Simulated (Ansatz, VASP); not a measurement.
**InAs in two plane-wave programs**

Aim: how closely do two programs agree when they are given the same cell, functional and k mesh? The cell is taken from a series of VASP runs on this material, whose earlier steps may have relaxed, scaled or displaced it; both programs get it as it stands.

Main program and level: Ansatz 0.2.0; plane waves, with VASP 6.6.1 beside it; relaxation of cell and atoms at PBEsol.

## Step 1: Set-up

The structure is cubic, space group F-43m (No. 216). Conventional cell: a = 6.058 Å, b = 6.058 Å, c = 6.058 Å, α = 90.00°, β = 90.00°, γ = 90.00°. In has 4 As at 2.62 Å nearest. Nearest to As lie 4 In at 2.62 Å. Farther neighbours are not listed.

## Step 2: Ansatz: relaxation of cell and atoms, PBEsol

Ansatz runs on its default PAW (the set named soft_2) files.

The relaxed volume is the usual yardstick between codes: its relative difference is about their pressure difference at one cell divided by the bulk modulus.

input.yaml

```yaml
crystal:
  lattice:
    - [0.0, 3.029, 3.029]
    - [3.029, 0.0, 3.029]
    - [3.029, 3.029, 0.0]
  atoms:
    - { symbol: In, position: [0.0, 0.0, 0.0] }
    - { symbol: As, position: [0.75, 0.75, 0.75] }
hamiltonian:
  xc: pbesol
  pseudopotentials: { kind: paw }
kpoints:
  mp_grid: { grid: [6, 6, 6] }
scf:
  occupations: { method: gaussian, width: 0.03 }
relax:
  f_tol: 0.01
  max_steps: 60
  cell: { stress_tol: 0.05 }
output:
  forces: true
  stress: true
```

The run is started by

```sh
$ ansatz run input.yaml --threads 4 --pin off --max-ram 9216MiB --backend cpu --events-out ev --progress --plain --runs-dir out
```

Numbers of over 12 decimals in the logs are rounded to 6 here.

The program printed:

```text
Engine: ansatz 0.2.0, x86_64-unknown-linux-gnu
Pseudopotentials: kind: paw
Pseudopotential: In, paw, valence charge 13, recommended cutoff 420 eV (normal), In.paw.azcp
Pseudopotential: As, paw, valence charge 15, recommended cutoff 420 eV (normal), As.paw.azcp
Functional definition: PBEsol
  exchange = pbesol_x
  correlation = pbesol_c
Crystal: 2 atoms, lattice volume = 55.581 Å³
Basis set: ecut = 420 eV, 1067 PW (Γ), exchange–correlation on 60×60×60 points (8 copies of the dense FFT grid, shifted against one another)
Bands: 18, of which v1, the nominal top of the filled ones, is band 14 counted from 1 (13 counted from 0)
Symmetry: 24 space group operations
Space group: F-43m (ITA 216), of the structure as read, at distance tolerance 3.8e-5 Å
k-points: 16 of 216 (time reversal used)
Non-local potential: In, projectors of the file, l = 0: 2, l = 1: 2, l = 2: 2, l = 3: 2
Non-local potential: As, projectors of the file, l = 0: 2, l = 1: 2, l = 2: 3, l = 3: 1
PAW form: soft (Blöchl's): semilocal exchange-correlation on the pseudo side does not see the compensation charge
PAW frozen core: In, regenerated for the run's functional, and the local potential with it (the file was generated under x = pbe(κ = 0.804, μ = 0.219515), c = pbe(β = 0.066725))
PAW frozen core: As, regenerated for the run's functional, and the local potential with it (the file was generated under x = pbe(κ = 0.804, μ = 0.219515), c = pbe(β = 0.066725))
PAW one-centre angular grid: In, 590 points (default); XC on 64 Gauss nodes
PAW one-centre angular grid: As, 590 points (default); XC on 64 Gauss nodes
Initial density: superposition of atomic densities (neutral atoms: chi_scale 0, normalization atom), corrected by the library's trained network
Initial wavefunctions: pseudopotential atomic-orbital guess
Functional: x = pbesol(κ = 0.804, μ = 0.123457), c = pbesol(β = 0.046)
SCF iter   1: F=—  HF=-10338.813149 eV  |F-HF|=—  |Δ(HF+E_count)|=         —  Δρ=4.17e-3  dr2=1.61e-2  ethr=1.77e-3  ⟨swp⟩=6.0  Hψ=1369  notcnv=0
preconditioner: auto → none  [insulator: Δε(μ)=0.814 eV  Ē_g=14.603 eV  σ=0.030 eV  W_gap=0.67  n_scr=14 (ndim 8)  ℏωp=21.1 eV  f_vac=0.107  D(μ)=0.48/eV (n_scr^D=0)  ε∞_Penn≈3.1]
SCF iter   2: F=—  HF=-10338.806725 eV  |F-HF|=—  |Δ(HF+E_count)|=   6.42e-3  Δρ=1.36e-3  dr2=8.37e-4  ethr=5.77e-5  ⟨swp⟩=2.2  Hψ=560  notcnv=0
SCF iter   3: F=—  HF=-10338.806612 eV  |F-HF|=—  |Δ(HF+E_count)|=   1.13e-4  Δρ=4.50e-4  dr2=1.15e-4  ethr=2.99e-6  ⟨swp⟩=2.0  Hψ=512  notcnv=0
SCF iter   4: F=—  HF=-10338.806638 eV  |F-HF|=—  |Δ(HF+E_count)|=   2.60e-5  Δρ=1.93e-4  dr2=1.28e-5  ethr=4.10e-7  ⟨swp⟩=2.0  Hψ=347  notcnv=0
SCF iter   5: F=—  HF=-10338.806650 eV  |F-HF|=—  |Δ(HF+E_count)|=   1.24e-5  Δρ=1.52e-5  dr2=8.34e-8  ethr=4.56e-8  ⟨swp⟩=2.0  Hψ=338  notcnv=0
SCF iter   6: F=-10338.806651 eV  HF=-10338.806650 eV  |F-HF|=2.48e-9  |Δ(HF+E_count)|=   2.35e-8  Δρ=2.86e-6  dr2=3.39e-9  ethr=2.98e-10  ⟨swp⟩=2.4  Hψ=1022  notcnv=0
SCF 1 converged in 6 iterations: F = -10338.806651 eV  dr2 = 3.39e-9
  greatest PAW one-centre occupation: 0.999 electrons in one spin orbital (limit 2), on the As atom at site 1 (counted from 0), in its partial waves of l = 2
relax step   1: F+E_penalty+E_count = -10338.80665050 eV  Δ(F+E_penalty+E_count) = +0.000e0 eV  max|allowed force component| = 1.122e-16 eV/Å  Δτ_max = 0.0000 Å  P = +0.905 GPa  Ω = 55.581 Å³  (6 SCF iters, dr2 threshold 1.00e-7 eV, accepted)
[...]
relax step   2: F+E_penalty+E_count = -10338.80857493 eV  Δ(F+E_penalty+E_count) = -1.924e-3 eV  max|allowed force component| = 2.920e-17 eV/Å  Δτ_max = 0.0000 Å  P = -0.300 GPa  Ω = 56.767 Å³  energy of the carried Pulay correction = -2.259e-4 eV  (5 SCF iters, dr2 threshold 2.00e-7 eV, accepted)
[...]
relax step   3: F+E_penalty+E_count = -10338.80892196 eV  Δ(F+E_penalty+E_count) = -3.470e-4 eV  max|allowed force component| = 2.602e-17 eV/Å  Δτ_max = 0.0000 Å  P = -0.009 GPa  Ω = 56.467 Å³  energy of the carried Pulay correction = -1.692e-4 eV  (4 SCF iters, dr2 threshold 2.00e-7 eV, accepted)
[...]
relax step   4: F+E_penalty+E_count = -10338.80909600 eV  Δ(F+E_penalty+E_count) = -1.740e-4 eV  max|allowed force component| = 2.342e-17 eV/Å  Δτ_max = 0.0000 Å  P = -0.009 GPa  Ω = 56.467 Å³  stress off target by 8.58e-3 GPa  SCF on the basis re-selected at this cell (its energy is not comparable with the rows above)  (5 SCF iters)
basis re-selected at this cell: Δ(F+E_penalty+E_count) = -1.740e-4 eV, ΔP = -0.000 GPa vs the last step (what re-selecting the basis moved, of the pressure what is left beyond the Pulay correction that the steps carried, after the strain that the cell walked since its last selection, with what the two solves' SCF thresholds leave and, on support functions, any second-order correction that the steps lacked; it is no m [...]
SCF converged after 5 iterations
Free energy (F): -10338.809096 eV
Harris-Foulkes:  -10338.809096 eV  (|F-HF|=3.64e-12)
Internal energy: -10338.808882 eV  (E = F + TS)
E sigma→0 (E₀):  -10338.808989 eV
Entropy (-TS):   -0.000214 eV (-0.107 meV/atom)
Fermi energy:    7.444130 eV
--- Per-component energies (eV) ---
  E_band       = -322.228686
  E_kinetic    = 346.721601
  E_local      = -3306.495285  (includes V_loc(G=0)·N_el)
  E_nonlocal   = -299.763523
  E_hartree    = 1594.410437
  E_xc         = -291.808057
  E_vxc        = -178.718249  (∫ρ·V_xc dr)
  E_paw        = -5877.700087  (= ΣΔE_a)
  E_vpaw       = -72.794106  (= ΣTr[D̂ρ^β])
  E_aug_tail   = 0.000034  (compensation charges beyond the density's cutoff)
  E_ewald      = -2505.376332
  E_core_change = 1.202331  (= ΣΔE_core)
  E_smearing   = -0.000214  (= −TS)
  E_closure    = -0.000000  (closes the sum)
  Σ components = -10338.809096   (vs F -10338.809096, Δ=0.00e0)
--- Forces (eV/Å), atoms counted from 1 ---
  atom   1  In    -0.00000000     0.00000000     0.00000000
  atom   2  As    -0.00000000    -0.00000000    -0.00000000
  max |Σ_I F_I| component: 4.74e-17 eV/Å
--- Stress (GPa, compression-positive) ---
       -0.008577       0.000000       0.000000
        0.000000      -0.008577       0.000000
        0.000000       0.000000      -0.008577
  P = ⅓ Tr σ = -0.0086 GPa (-0.086 kbar)
--- Relaxed structure (3 steps of the walk, 3 accepted, 1 SCFs on fresh bases) ---
  F+E_penalty+E_count = -10338.80909600 eV   max|allowed force component| = 2.342e-17 eV/Å   (the final SCF, on the basis selected at the relaxed cell)
  cell:  # Å, volume = 56.4672 Å³
    - [0, 3.045011, 3.045011]
    - [3.045011, 0, 3.045011]
    - [3.045011, 3.045011, 0]
  atoms:
    - { symbol: In, position: [0, 0, 0] }
    - { symbol: As, position: [0.750000, 0.750000, 0.750000] }
```

The job ended after 1.2 s (4 threads of AMD EPYC 9R14 (Zen 4), shared host; peak memory 0.42 GiB; 3.6 s of CPU time).

## Step 3: VASP: relaxation of cell and atoms, PBEsol

The same cell, functional, mesh and smearing now go to VASP, with its own data sets and cutoff.

Lines of VASP's logs that name or quote its potential files are left out, and so is its time.

INCAR

```
SYSTEM = InAs
PREC = Accurate
ENCUT = 450
EDIFF = 1E-07
NELM = 100
ISMEAR = 0
SIGMA = 0.03
LREAL = .FALSE.
ALGO = Normal
GGA = PS
NBANDS = 15
LORBIT = 11
LWAVE = .FALSE.
LCHARG = .FALSE.
KPAR = 2
IBRION = 2
NSW = 50
ISIF = 3
EDIFFG = -0.002
```

POSCAR

```
InAs
1.0
    0.0000000000      3.0290000000      3.0290000000
    3.0290000000      0.0000000000      3.0290000000
    3.0290000000      3.0290000000      0.0000000000
In As
1 1
Direct
    0.0000000000      0.0000000000      0.0000000000
    0.7500000000      0.7500000000      0.7500000000
```

KPOINTS

```
Automatic mesh
0
Gamma
6 6 6
0 0 0
```

PAW data sets: In_d and As (PBE family, release 64).

The run is started by

```sh
$ mpirun -np 2 vasp_std
```

The program printed:

```text
[banner, memory and clock lines left out]
running    2 mpi-ranks, on    1 nodes
 distrk:  each k-point on    1 cores,    2 groups
 distr:  one band on    1 cores,    1 groups

 POSCAR found type information on POSCAR InAs
 POSCAR found :  2 types and       2 ions
|                                                                             |
|               ----> ADVICE to this user running VASP <----                  |
|                                                                             |
|     You enforced a specific xc type in the INCAR file but a different       |
|     [... a line on the potential file left out ...]
|     I HOPE YOU KNOW WHAT YOU ARE DOING!                                     |
|                                                                             |

 LDA part: xc-table for (Slater+PW92), standard interpolation
 POSCAR, INCAR and KPOINTS ok, starting setup
 FFT: planning ... GRIDC
 FFT: planning ... GRID_SOFT
 FFT: planning ... GRID
 WAVECAR not read
 entering main loop
       N       E                     dE             d eps       ncg     rms          rms(c)
DAV:   1     0.110759061879E+03    0.11076E+03   -0.77869E+03   480   0.115E+03
DAV:   2    -0.999073027257E+00   -0.11176E+03   -0.10801E+03   501   0.299E+02
DAV:   3    -0.857589591713E+01   -0.75768E+01   -0.75421E+01   648   0.794E+01
DAV:   4    -0.876013433732E+01   -0.18424E+00   -0.18420E+00   561   0.137E+01
DAV:   5    -0.876835186804E+01   -0.82175E-02   -0.82173E-02   745   0.250E+00    0.442E+00
DAV:   6    -0.850010575668E+01    0.26825E+00   -0.41769E-01   736   0.120E+01    0.242E+00
DAV:   7    -0.846811345667E+01    0.31992E-01   -0.11195E-01   719   0.345E+00    0.690E-01
DAV:   8    -0.846653869822E+01    0.15748E-02   -0.12651E-02   607   0.135E+00    0.190E-01
DAV:   9    -0.846678836460E+01   -0.24967E-03   -0.85398E-04   592   0.271E-01    0.102E-01
DAV:  10    -0.846685889529E+01   -0.70531E-04   -0.12229E-04   687   0.169E-01    0.595E-02
DAV:  11    -0.846687938821E+01   -0.20493E-04   -0.47599E-05   536   0.959E-02    0.350E-02
DAV:  12    -0.846687930132E+01    0.86884E-07   -0.38911E-06   606   0.197E-02    0.684E-03
DAV:  13    -0.846687935339E+01   -0.52068E-07   -0.11076E-06   592   0.551E-03    0.321E-03
DAV:  14    -0.846687932046E+01    0.32932E-07   -0.48539E-08   471   0.248E-03
   1 F= -.84668793E+01 E0= -.84667722E+01  d E =-.846688E+01
 curvature:   0.00 expect dE= 0.000E+00 dE for cont linesearch  0.000E+00
 trial: gam= 0.00000 g(F)=  0.287E-48 g(S)=  0.937E-02 ort = 0.000E+00 (trialstep = 0.100E+01)
 search vector abs. value=  0.937E-02
 bond charge predicted
       N       E                     dE             d eps       ncg     rms          rms(c)
DAV:   1    -0.857729628141E+01   -0.11042E+00   -0.26543E+00   627   0.325E+01    0.204E+00
DAV:   2    -0.848599755795E+01    0.91299E-01   -0.17784E-01   592   0.928E+00    0.765E-01
DAV:   3    -0.846984587507E+01    0.16152E-01   -0.48390E-02   620   0.447E+00    0.402E-01
DAV:   4    -0.846977692450E+01    0.68951E-04   -0.21404E-03   515   0.429E-01    0.293E-01
DAV:   5    -0.846946527457E+01    0.31165E-03   -0.20845E-04   576   0.132E-01    0.135E-01
DAV:   6    -0.846941648641E+01    0.48788E-04   -0.97865E-05   712   0.102E-01    0.181E-02
DAV:   7    -0.846941620553E+01    0.28088E-06   -0.11073E-05   624   0.526E-02    0.408E-03
DAV:   8    -0.846941631435E+01   -0.10882E-06   -0.16100E-06   613   0.244E-02    0.608E-04
DAV:   9    -0.846941629877E+01    0.15586E-07   -0.60276E-08   380   0.205E-03
   2 F= -.84694163E+01 E0= -.84693092E+01  d E =-.253698E-02
 trial-energy change:   -0.002537  1 .order   -0.002598   -0.009374    0.004179
 step:   0.6859(harm=  0.6917)  dis= 0.00000  next Energy=    -8.470074 (dE=-0.320E-02)
 bond charge predicted
       N       E                     dE             d eps       ncg     rms          rms(c)
DAV:   1    -0.848083008432E+01   -0.11414E-01   -0.25389E-01   613   0.964E+00    0.667E-01
DAV:   2    -0.847160090722E+01    0.92292E-02   -0.18443E-02   592   0.315E+00    0.236E-01
DAV:   3    -0.847008509898E+01    0.15158E-02   -0.43198E-03   620   0.136E+00    0.135E-01
DAV:   4    -0.847007826241E+01    0.68366E-05   -0.19065E-04   515   0.124E-01    0.975E-02
DAV:   5    -0.847005733480E+01    0.20928E-04   -0.21697E-05   553   0.420E-02    0.395E-02
DAV:   6    -0.847005882404E+01   -0.14892E-05   -0.87992E-06   734   0.330E-02    0.677E-03
DAV:   7    -0.847005779585E+01    0.10282E-05   -0.10533E-06   624   0.162E-02    0.115E-03
DAV:   8    -0.847005782766E+01   -0.31819E-07   -0.12550E-07   296   0.781E-03
   3 F= -.84700578E+01 E0= -.84699507E+01  d E =-.317851E-02
 curvature:  -0.35 expect dE=-0.220E-06 dE for cont linesearch -0.220E-06
 trial: gam=-0.00817 g(F)=  0.112E-46 g(S)=  0.636E-06 ort = 0.772E-04 (trialstep = 0.937E+00)
 search vector abs. value=  0.143E-09
 reached required accuracy - stopping structural energy minimisation
```

From OUTCAR (step 3):

```text
ion  position               nearest neighbor table
   1  0.000  0.000  0.000-   2 2.62   2 2.62   2 2.62   2 2.62
   2  0.750  0.750  0.750-   1 2.62   1 2.62   1 2.62   1 2.62

  LATTYP: Found a face centered cubic cell.
 ALAT       =     6.0580000000

 Subroutine GETGRP returns: Found 24 space group operations
 (whereof 24 operations were pure point group operations)

The static configuration has the point symmetry T_d .

 Found     16 irreducible k-points:

   k-points           NKPTS =     16   k-points in BZ     NKDIM =     16   number of bands    NBANDS=     15

   dimension x,y,z NGX =    30 NGY =   30 NGZ =   30
   dimension x,y,z NGXF=    60 NGYF=   60 NGZF=   60

   ENCUT  =  450.0 eV  33.07 Ry    5.75 a.u.   7.41  7.41  7.41*2*pi/ulx,y,z

   NELECT =      18.0000    total number of electrons

 k-points in reciprocal lattice and weights: Automatic mesh
   0.00000000  0.00000000  0.00000000       0.005
   0.16666667  0.00000000  0.00000000       0.037
   0.33333333  0.00000000  0.00000000       0.037
   0.50000000  0.00000000  0.00000000       0.019
   0.16666667  0.16666667  0.00000000       0.028
   0.33333333  0.16666667  0.00000000       0.111
   0.50000000  0.16666667  0.00000000       0.111
  -0.33333333  0.16666667  0.00000000       0.111
  -0.16666667  0.16666667  0.00000000       0.056
[...]
-0.33333333  0.33333333  0.16666667       0.111
  -0.33333333  0.50000000  0.16666667       0.056

 average (electrostatic) potential at core
       1 -96.6339       2 -49.6973

 E-fermi :   4.1583

 k-point     1 :       0.0000    0.0000    0.0000
  band No.  band energies     occupation
    ...
      6      -7.5933      2.00000
      7       3.7456      2.00000
      8       4.1492      1.33333
      9       4.1492      1.33333
     10       4.1492      1.33333
     11       7.9878      0.00000
     12       7.9878      0.00000
     13       7.9878      0.00000
     14      11.3897      0.00000
     15      13.7486      0.00000

 k-point     2 :       0.1667    0.0000    0.0000
  band No.  band energies     occupation
    ...
      5     -10.0282      2.00000
      6      -7.3202      2.00000
      7       1.6060      2.00000
      8       3.8431      2.00000
      9       3.8431      2.00000
     10       5.2628      0.00000
     11       8.3450      0.00000
     12       8.4228      0.00000
     13       8.4228      0.00000
     14      12.4982      0.00000
    ...

 k-point     3 :       0.3333    0.0000    0.0000
  band No.  band energies     occupation
    ...
      5     -10.0246      2.00000
      6      -6.6428      2.00000
      7      -0.5574      2.00000
      8       3.3757      2.00000
      9       3.3757      2.00000
     10       5.1237      0.00000
     11       8.7854      0.00000
     12       8.7854      0.00000
     13      10.1213      0.00000
     14      12.0970      0.00000
    ...

  Total        0.0029637      0.0029637      0.0029637      0.0000000      0.0000000      0.0000000
  in kB        0.0839243      0.0839243      0.0839243      0.0000000      0.0000000      0.0000000
  external PRESSURE =       0.0839243 kB  Pullay stress =       0.0000000 kB

  energy-cutoff  :      450.00
  volume of cell :       56.58
      direct lattice vectors                 reciprocal lattice vectors
     0.000000000  3.047036478  3.047036478    -0.164093867  0.164093867  0.164093867
     3.047036478  0.000000000  3.047036478     0.164093867 -0.164093867  0.164093867
     3.047036478  3.047036478  0.000000000     0.164093867  0.164093867 -0.164093867

 POSITION                                       TOTAL-FORCE (eV/Angst)
 -----------------------------------------------------------------------------------
      0.00000      0.00000      0.00000         0.000000      0.000000      0.000000
      4.57055      4.57055      4.57055        -0.000000     -0.000000     -0.000000
 -----------------------------------------------------------------------------------
    total drift:                               -0.000000     -0.000000     -0.000000

  FREE ENERGIE OF THE ION-ELECTRON SYSTEM (eV)
  ---------------------------------------------------
  free  energy   TOTEN  =        -8.4700578277 eV

  energy  without entropy=       -8.4698435744  energy(sigma->0) =       -8.46995070

 reached required accuracy - stopping structural energy minimisation

 total charge
# of ion       s       p       d       tot
------------------------------------------
    1        0.848   0.716   9.886  11.449
    2        1.224   1.549   0.021   2.794
--------------------------------------------------
tot          2.072   2.264   9.907  14.243

[... 3 further parts left out ...]
```

## Step 4: Comparison

Known differences besides the potentials themselves: both relaxations stop at a tolerance, which leaves soft axes loose, and VASP keeps its plane-wave basis; the data sets hold 28 valence electrons in Ansatz (default PAW (the set named soft_2) files) and 18 in VASP; the cutoff is 420 eV in Ansatz and 450 eV in VASP; Ansatz makes its cores anew for this functional, VASP keeps those of its PBE data sets; VASP leaves aspherical gradient terms in its spheres out (LASPH is not set), Ansatz keeps them; Ansatz adds a Pulay correction to the stress that steers its cell, VASP none. Total energies have different zeros and are not compared.

Compared:

```csv
quantity,Ansatz,VASP,difference
volume (Å³),56.47,56.58,-0.20 %
"edge a after relaxation, in the typed setting (Å)",4.306,4.309,-0.07 %
```

The walks stopped with -0.01 GPa left in Ansatz and 0.01 GPa in VASP; each walk ends within a tolerance, so the volume difference is uncertain by about these residues over the bulk modulus, most in soft cells.

## Step 5: Results

```yaml
difference_in_volume_relaxation_of_cell_and_atoms_pbesol: -0.20 %
```

The difference in volume is -0.20 % (relaxation of cell and atoms, PBEsol), within the 1.2 % picked in this series as the mark of a large difference, as far as the stopping tolerances let one tell. How closely two codes agree says nothing of how well the functional describes the real material.

[Lines on the potential files, build, host, timing and source positions are cut from VASP's logs without a mark.]

[Logs are printed without paths, hosts, clocks, repeated set-up lines and the standing remarks that a program may print on its own settings, such as how far it seeks lower states.]

[Hosts, paths, dates, database ids (printed as entryN), source tags and the programs' standing remarks are cut or masked in the printed files.]
